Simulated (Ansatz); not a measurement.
**Property card for Ti8C5**

The calculation used DFT PBEsol, scalar-relativistic, plane waves, PAW in Ansatz.

Cutoff 420 eV; k points 6×6×6 on the computed 13-atom cell (Γ-centred); Gaussian smearing, width 0.10 eV; no spin polarisation.

The structure is relaxed at this level of theory with its symmetry kept. Whether it is the stable form of this composition wasn't checked.

```cif
data_structure
_symmetry_space_group_name_H-M 'R-3m:H'
_symmetry_Int_Tables_number 166
_cell_length_a 6.0748
_cell_length_b 6.0748
_cell_length_c 14.7275
_cell_angle_alpha 90.000
_cell_angle_beta 90.000
_cell_angle_gamma 120.000
_cell_volume 470.68
loop_
_atom_site_label
_atom_site_type_symbol
_atom_site_symmetry_multiplicity
_atom_site_Wyckoff_symbol
_atom_site_fract_x
_atom_site_fract_y
_atom_site_fract_z
_atom_site_occupancy
Ti1 Ti 18 h 0.16220 0.83780 0.08751 1
Ti2 Ti 6 c 0.33333 0.66667 0.91138 1
C1 C 9 d 0.16667 0.33333 0.83333 1
C2 C 3 b 0.33333 0.66667 0.16667 1
C3 C 3 a 0.00000 0.00000 0.00000 1
```

| Item | Value |
| --- | --- |
| Space group | R-3m (No. 166) |
| Volume per atom | 12.07 Å³ |
| Formation energy from the elements' standard states (uncorrected) | -0.807 eV/atom |
| Kohn–Sham band gap | none (metal) |
| Density of states at the Fermi level | 1.13 states/eV per cell |
| Löwdin character within 0.5 eV of the Fermi level | Ti 3d 89 % |
| Bulk modulus | 180 GPa |
| Its pressure derivative | 4.2 |